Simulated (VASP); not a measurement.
HfB2: single point with LDA+U

Crystal: HfB2.

```
Hf B
1.0
     3.14000    0.00000    0.00000
    -1.57000    2.71932    0.00000
     0.00000    0.00000    3.48000
Hf B
1 2
Direct
  0.00000 0.00000 0.00000
  0.66667 0.33333 0.50000
  0.33333 0.66667 0.50000
```

| Property | Result |
| --- | --- |
| Program | VASP 6.6.1 |
| Task | single point |
| Functional | LDA |
| Potentials or basis | VASP PAW LDA potentials, release 64 (Hf_pv, B) |
| Cutoff | 520 eV |
| k mesh | 10 × 10 × 8 |
| Occupations | fermi-dirac, width 0.05 eV |
| Spin | no spin polarisation |
| Hubbard terms | Hf d U = 8 eV |

```
Pressure               : 14.2 GPa
Band gap on the k mesh : none (metal or under the smearing width)
```

Stress tensor (GPa, compression positive):
```
11.53  0.00  0.00
 0.00 11.53  0.00
 0.00  0.00 19.47
```

Levels at points of the mesh, in eV from the Fermi level:
| k point | band 4 | band 5 | band 6 | band 7 | band 8 | band 9 | band 10 | band 11 | band 12 | band 13 |
| --- | --- | --- | --- | --- | --- | --- | --- | --- | --- | --- |
| (0.00, 0.00, 0.00) | -14.37 | -3.53 | -3.09 | -3.09 | -2.97 | 4.29 | 4.29 | 4.35 | 4.72 | 4.84 |
| (0.50, 0.00, 0.00) | -10.27 | -9.58 | -4.14 | -4.02 | -2.69 | 1.37 | 3.31 | 5.24 | 5.57 | 6.24 |
| (0.00, 0.00, 0.50) | -11.87 | -9.29 | -1.74 | -1.74 | 0.53 | 0.53 | 1.41 | 1.41 | 2.72 | 4.26 |
| (0.50, 0.00, 0.50) | -10.48 | -8.08 | -5.17 | -4.98 | -3.55 | 3.34 | 4.52 | 6.90 | 7.64 | 7.78 |

Eigenvalues of the final occupation matrices:
| site | spin | trace | eigenvalues |
| --- | --- | --- | --- |
| site 1 d | 1 | 0.81 | 0.15 0.16 0.16 0.17 0.17 |
| site 1 d | 2 | 0.81 | 0.15 0.16 0.16 0.17 0.17 |

It took 16 s on 1 thread of Intel(R) Xeon(R) Platinum 8488C (Sapphire Rapids), with other jobs on the host, peak memory 0.15 GiB.

Caveat: U without spin polarisation on a metal has little footing; the U is typed as a test and isn't derived for this compound. Spin-orbit coupling is left out, which matters for the levels of Hf.
